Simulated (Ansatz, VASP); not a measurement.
# One calculation of SiMo3, two programs

```
CELL_PARAMETERS angstrom
0.00000 3.09896 3.09896
3.09896 0.00000 3.09896
3.09896 3.09896 0.00000
ATOMIC_POSITIONS crystal
Si 0.00000 0.00000 0.00000
Mo 0.75000 0.75000 0.75000
Mo 0.25000 0.25000 0.25000
Mo 0.50000 0.50000 0.50000
```

Alike in both runs: functional PBE; k mesh 14 × 14 × 14; occupations gaussian, width 0.1 eV; no spin polarisation.

Ansatz relaxed the structure, and its values are those at the end. VASP's run is a single point on that final structure, the one shown.

|  | VASP | Ansatz |
| --- | --- | --- |
| version | VASP 6.6.1 | Ansatz 0.2.0 |
| potentials or method | VASP PAW PBE potentials, release 64 (Si, Mo_sv) | scalar-relativistic, plane waves, PAW |
| plane-wave cutoff (eV) | 520 | 420 |
| valence electrons in the cell | 46 | 46 |

VASP gave:

```
gap on the k mesh at the Fermi level (eV) : none
pressure (GPa)                            : 0.4
```

Task: Estimate Ansatz's values.

Result: gap on the k mesh at the Fermi level (eV): none; pressure (GPa): 0.0.

A gap of «none» marks a metal or a gap that the smearing closes.
